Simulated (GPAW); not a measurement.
# linear Ru chain, spacing 3.025 A: cost and accuracy of the k mesh

Wanted: the cheapest choice of the k mesh that holds the magnetic results of linear Ru chain, spacing 3.025 A.

Calculated with GPAW 26.7.0; LDA; plane waves with GPAW's PAW setups, scalar-relativistic.

This is a report of a sequence of runs, with most program output left out.

## (1) Starting point

The cell holds 1 atom: 1 Ru. Cell: a = 12.000 Å, b = 12.000 Å, c = 3.025 Å, α = 90.0°, β = 90.0°, γ = 90.0°. model lattice. Vacuum lies along a and b. The structure's axis is c.

## (2) Rung 1 (mesh 1×1×4), start ferro +

The ladder starts at a coarse mesh; cost grows with the number of points.

Input file order1.py:

```python
import json
import numpy as np
from ase import Atoms
from ase.parallel import paropen, parprint
from gpaw import GPAW

atoms = Atoms(['Ru'],
    cell=[[12.0, 0.0, 0.0],
         [0.0, 12.0, 0.0],
         [0.0, 0.0, 3.025]],
    scaled_positions=[[0.5, 0.5, 0.0]],
    pbc=True,
    magmoms=[1.5])
atoms.calc = GPAW(mode={'name': 'pw', 'ecut': 550},
    xc='LDA',
    kpts={'size': (1, 1, 4), 'gamma': True},
    occupations={'name': 'fermi-dirac', 'width': 0.05},
    convergence={'density': 1e-05, 'energy': 1e-05},
    maxiter=200,
    symmetry={'tolerance': 1e-4},
    txt='order1.txt')
e = atoms.get_potential_energy(force_consistent=True)
res = {'free_energy': e, 'energy_sigma0': atoms.get_potential_energy(), 'fermi_energy': atoms.calc.get_fermi_level()}
res['moments'] = atoms.get_magnetic_moments().tolist()
res['total'] = atoms.get_magnetic_moment()
parprint('site moments (muB):', np.round(res['moments'], 3))
parprint(f"total moment: {res['total']:.3f} muB")
parprint(f'free energy: {e:.6f} eV')
atoms.calc.write('order1.gpw')
with paropen('results.json', 'w') as f:
    json.dump(res, f)
```

Launch:

```bash
$ OMP_NUM_THREADS=1 python3 order1.py > order1.log
```

Wall time 12 s (1 MPI rank of AMD EPYC 9R45, shared host); peak memory 0.35 GiB.

Read from the output:

```
magnetization  : 3.500 μB
final state    : ferromagnetic
largest moment : 2.746 μB
```

After 17 cycles the largest moment stands at 2.75 μB.

## (3) Rung 1 (mesh 1×1×2), start antiferro q=(0,0,1/2) +-

The second start gives the energy difference between the two end states, the quantity that is followed up the ladder. Its q is in fractions of the reciprocal vectors of the first run's cell.

order2.py is the script of step 2 with these lines changed:

```diff
@@ -6,12 +6,13 @@
 
-atoms = Atoms(['Ru'],
+atoms = Atoms(['Ru', 'Ru'],
     cell=[[12.0, 0.0, 0.0],
          [0.0, 12.0, 0.0],
-         [0.0, 0.0, 3.025]],
-    scaled_positions=[[0.5, 0.5, 0.0]],
+         [0.0, 0.0, 6.05]],
+    scaled_positions=[[0.5, 0.5, 0.0],
+         [0.5, 0.5, 0.5]],
     pbc=True,
-    magmoms=[1.5])
+    magmoms=[1.5, -1.5])
 atoms.calc = GPAW(mode={'name': 'pw', 'ecut': 550},
     xc='LDA',
-    kpts={'size': (1, 1, 4), 'gamma': True},
+    kpts={'size': (1, 1, 2), 'gamma': True},
     occupations={'name': 'fermi-dirac', 'width': 0.05},
@@ -20,3 +21,3 @@
     symmetry={'tolerance': 1e-4},
-    txt='order1.txt')
+    txt='order2.txt')
 e = atoms.get_potential_energy(force_consistent=True)
@@ -28,3 +29,3 @@
 parprint(f'free energy: {e:.6f} eV')
-atoms.calc.write('order1.gpw')
+atoms.calc.write('order2.gpw')
 with paropen('results.json', 'w') as f:
```

Launch:

```bash
$ OMP_NUM_THREADS=1 python3 order2.py > order2.log
```

Run time: 44 s. Hardware: 1 MPI rank; peak memory 0.61 GiB.

This step gave:

* magnetization: 0 μB
* final state: antiferromagnetic
* largest moment: 2.465 μB

This start lies +46.0 meV a seeded atom from the first; its largest moment is 2.47 μB.

## (4) Rung 2 (mesh 1×1×4), start ferro +

order1.py is that of step 2.

Launch:

```bash
$ OMP_NUM_THREADS=1 python3 order1.py > order1.log
```

Elapsed: 12 s, on 1 MPI rank; peak memory 0.35 GiB.

This step gave:

```
magnetization  : 3.500 μB
final state    : ferromagnetic
largest moment : 2.746 μB
```

The largest moment is that of rung 1, at 1.0 times its CPU time.

## (5) Rung 2 (mesh 1×1×2), start antiferro q=(0,0,1/2) +-

order2.py is that of step 3.

Launch:

```bash
$ OMP_NUM_THREADS=1 python3 order2.py > order2.log
```

It took 45 s on 1 MPI rank; peak memory 0.61 GiB.

Numbers from this step:

```
magnetization  : 0 μB
final state    : antiferromagnetic
largest moment : 2.465 μB
```

This start lies +46.0 meV a seeded atom from the first, a change of +0.0 meV since rung 1; its largest moment is 2.47 μB.

## (6) Rung 3 (mesh 1×1×6), start ferro +

order1.py is the script of step 4 with these lines changed:

```diff
@@ -15,3 +15,3 @@
     xc='LDA',
-    kpts={'size': (1, 1, 4), 'gamma': True},
+    kpts={'size': (1, 1, 6), 'gamma': True},
     occupations={'name': 'fermi-dirac', 'width': 0.05},
```

Launch:

```bash
$ OMP_NUM_THREADS=1 python3 order1.py > order1.log
```

Elapsed: 15 s, on 1 MPI rank; peak memory 0.35 GiB.

This step gave:

| Property | Result |
| --- | --- |
| magnetization | 3.020 μB |
| final state | ferromagnetic |
| largest moment | 2.551 μB |

The largest moment moves by -0.20 μB from rung 2, at 1.3 times its CPU time.

## (7) Rung 3 (mesh 1×1×3), start antiferro q=(0,0,1/2) +-

order2.py is the script of step 5 with these lines changed:

```diff
@@ -16,3 +16,3 @@
     xc='LDA',
-    kpts={'size': (1, 1, 2), 'gamma': True},
+    kpts={'size': (1, 1, 3), 'gamma': True},
     occupations={'name': 'fermi-dirac', 'width': 0.05},
```

Launch:

```bash
$ OMP_NUM_THREADS=1 python3 order2.py > order2.log
```

Elapsed: 67 s, on 1 MPI rank; peak memory 0.62 GiB.

This step gave:

```yaml
magnetization: 0 μB
final_state: antiferromagnetic
largest_moment: 2.238 μB
```

This start lies +228.8 meV a seeded atom from the first, a change of +182.8 meV since rung 2; its largest moment is 2.24 μB.

## (8) Rung 4 (mesh 1×1×8), start ferro +

order1.py is the script of step 6 with these lines changed:

```diff
@@ -15,3 +15,3 @@
     xc='LDA',
-    kpts={'size': (1, 1, 6), 'gamma': True},
+    kpts={'size': (1, 1, 8), 'gamma': True},
     occupations={'name': 'fermi-dirac', 'width': 0.05},
```

Launch:

```bash
$ OMP_NUM_THREADS=1 python3 order1.py > order1.log
```

It took 17 s on 1 MPI rank; peak memory 0.36 GiB.

Read from the output:

- magnetization: 3.25 μB
- final state: ferromagnetic
- largest moment: 2.625 μB

The largest moment moves by +0.07 μB from rung 3, at 1.1 times its CPU time.

## (9) Rung 4 (mesh 1×1×4), start antiferro q=(0,0,1/2) +-

order2.py is the script of step 7 with these lines changed:

```diff
@@ -16,3 +16,3 @@
     xc='LDA',
-    kpts={'size': (1, 1, 3), 'gamma': True},
+    kpts={'size': (1, 1, 4), 'gamma': True},
     occupations={'name': 'fermi-dirac', 'width': 0.05},
```

Launch:

```bash
$ OMP_NUM_THREADS=1 python3 order2.py > order2.log
```

Wall time 2 min (1 MPI rank); peak memory 0.64 GiB.

Numbers from this step:

```yaml
magnetization: 0 μB
final_state: antiferromagnetic
largest_moment: 2.360 μB
```

This start lies +208.9 meV a seeded atom from the first, a change of -19.9 meV since rung 3; its largest moment is 2.36 μB.

## (10) Rung 5 (mesh 1×1×12), start ferro +

order1.py is the script of step 8 with these lines changed:

```diff
@@ -15,3 +15,3 @@
     xc='LDA',
-    kpts={'size': (1, 1, 8), 'gamma': True},
+    kpts={'size': (1, 1, 12), 'gamma': True},
     occupations={'name': 'fermi-dirac', 'width': 0.05},
```

Launch:

```bash
$ OMP_NUM_THREADS=1 python3 order1.py > order1.log
```

It took 22 s on 1 MPI rank; peak memory 0.37 GiB.

Numbers from this step:

- magnetization: 3.168 μB
- final state: ferromagnetic
- largest moment: 2.598 μB

The largest moment moves by -0.03 μB from rung 4, at 1.3 times its CPU time.

## (11) Rung 5 (mesh 1×1×6), start antiferro q=(0,0,1/2) +-

order2.py is the script of step 9 with these lines changed:

```diff
@@ -16,3 +16,3 @@
     xc='LDA',
-    kpts={'size': (1, 1, 4), 'gamma': True},
+    kpts={'size': (1, 1, 6), 'gamma': True},
     occupations={'name': 'fermi-dirac', 'width': 0.05},
```

Launch:

```bash
$ OMP_NUM_THREADS=1 python3 order2.py > order2.log
```

It took 1.9 min on 1 MPI rank; peak memory 0.66 GiB.

Numbers from this step:

```yaml
magnetization: 0 μB
final_state: antiferromagnetic
largest_moment: 2.298 μB
```

This start lies +213.3 meV a seeded atom from the first, a change of +4.4 meV since rung 4; its largest moment is 2.30 μB.

## (12) A faulty input

A slip in the input shows what the program catches and what it lets pass.

Input file run.py:

```python
import json
import numpy as np
from ase import Atoms
from ase.parallel import paropen, parprint
from gpaw import GPAW

atoms = Atoms(['Ru'],
    cell=[[12.0, 0.0, 0.0],
         [0.0, 12.0, 0.0],
         [0.0, 0.0, 3.025]],
    scaled_positions=[[0.5, 0.5, 0.0]],
    pbc=True,
    magmoms=[1.5])
atoms.calc = GPAW(mode={'name': 'pw', 'ecut': 550},
    xc='LDA',
    kpts={'size': (0, 1, 12), 'gamma': True},
    occupations={'name': 'fermi-dirac', 'width': 0.05},
    convergence={'density': 1e-05, 'energy': 1e-05},
    maxiter=75,
    symmetry={'tolerance': 1e-4},
    txt='run.txt')
e = atoms.get_potential_energy(force_consistent=True)
res = {'free_energy': e, 'energy_sigma0': atoms.get_potential_energy(), 'fermi_energy': atoms.calc.get_fermi_level()}
res['moments'] = atoms.get_magnetic_moments().tolist()
res['total'] = atoms.get_magnetic_moment()
parprint('site moments (muB):', np.round(res['moments'], 3))
parprint(f"total moment: {res['total']:.3f} muB")
parprint(f'free energy: {e:.6f} eV')
atoms.calc.write('run.gpw')
with paropen('results.json', 'w') as f:
    json.dump(res, f)
```

Launch:

```bash
$ OMP_NUM_THREADS=1 python3 run.py > run.log
```

It took 1 s on 1 MPI rank; peak memory 0.11 GiB.

The input was rejected at the start.

The program's message: “ZeroDivisionError: float division by zero”

The fault put into the input: a mesh with a zero.

Each count of the mesh must be at least 1.

## (13) Side by side

Ladder, by row:

| rung | mesh | state from the first start | state from the second start | second less first (meV a seeded atom) | moment, first (μB) | moment, second (μB) | CPU time (s) |
| --- | --- | --- | --- | --- | --- | --- | --- |
| 1 | 1x1x4 | ferromagnetic | antiferromagnetic | 46.02 | 2.746 | 2.465 | 55.87 |
| 2 | 1x1x4 | ferromagnetic | antiferromagnetic | 46.02 | 2.746 | 2.465 | 56.75 |
| 3 | 1x1x6 | ferromagnetic | antiferromagnetic | 228.8 | 2.551 | 2.238 | 81.77 |
| 4 | 1x1x8 | ferromagnetic | antiferromagnetic | 208.9 | 2.625 | 2.36 | 138.3 |
| 5 | 1x1x12 | ferromagnetic | antiferromagnetic | 213.3 | 2.598 | 2.298 | 133.2 |

## (14) Results

```
range of the moment in the table, first start            : 2.55 to 2.75 μB
range of CPU time                                        : 56 s to 2.3 min
range of the energy difference                           : 46.0 to 229 meV a seeded atom
first rung from which all stay within 11 meV of the last : 4
```

What this shows: From rung 4 on the result stays within 4.4 meV of the last rung, inside the margin of 11 meV set for it, at 104 % of the last rung's cost. The first start ends lower on every rung of the table; whether functional and cell give the true order is another question. Rungs 1 and 2 have the same input, so their agreement tests nothing.

[Logs and program files are shortened in this print: banners, set-up blocks, solver, clock and traceback lines can be left out without a mark of their own.]

[Logs are printed without paths, hosts, clocks, repeated set-up lines and the standing remarks that a program may print on its own settings, such as how far it seeks lower states.]

[Hosts, paths, dates, database ids (printed as entryN), source tags and the programs' standing remarks are cut or masked in the printed files.]

[Where a cell is said to come from a database of computed structures, the database is the Materials Project.]
